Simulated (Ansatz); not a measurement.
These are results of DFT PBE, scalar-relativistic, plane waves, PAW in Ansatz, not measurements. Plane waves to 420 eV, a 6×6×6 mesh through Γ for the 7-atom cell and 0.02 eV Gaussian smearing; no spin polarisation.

Formation energies are uncorrected and count from the elements' standard states at the same level.

**Question.** Propose a candidate for a cubic semiconductor that holds Si and 1 more element, with a gap near 2.7 eV, a formation energy near −0.82 eV/atom and about 10 Å³ per atom, in a cell of 7 atoms.

**Answer.** Si3N4, space group P-43m (No. 215). Si has 4 N at 1.77 Å; N is surrounded by 3 Si at 1.77 Å.

Space group P-43m (No. 215). a = 4.131 Å, b = 4.131 Å, c = 4.131 Å, α = 90.00°, β = 90.00°, γ = 90.00°
| atom | site | symmetry | x | y | z |
| --- | --- | --- | --- | --- | --- |
| Si | 3d | -42.m | 0.0000 | 0.0000 | 0.5000 |
| N | 4e | .3m | 0.2395 | 0.2395 | 0.2395 |

| Quantity | Value |
| --- | --- |
| Volume per atom | 10.07 Å³ |
| Density | 3.30 g/cm³ |
| Energy over the elements | −0.817 eV/atom |
| Gap on the 6×6×6 mesh of the 7-atom cell | 2.73 eV |

The structure comes from a generated guess, relaxed at this level; another structure or a mixture of phases may lie lower. The answer needn't be unique; the calculation gave this one.

Kohn–Sham gaps at this level usually fall short of measured ones. A structure relaxed within its symmetry needn't be a true minimum.
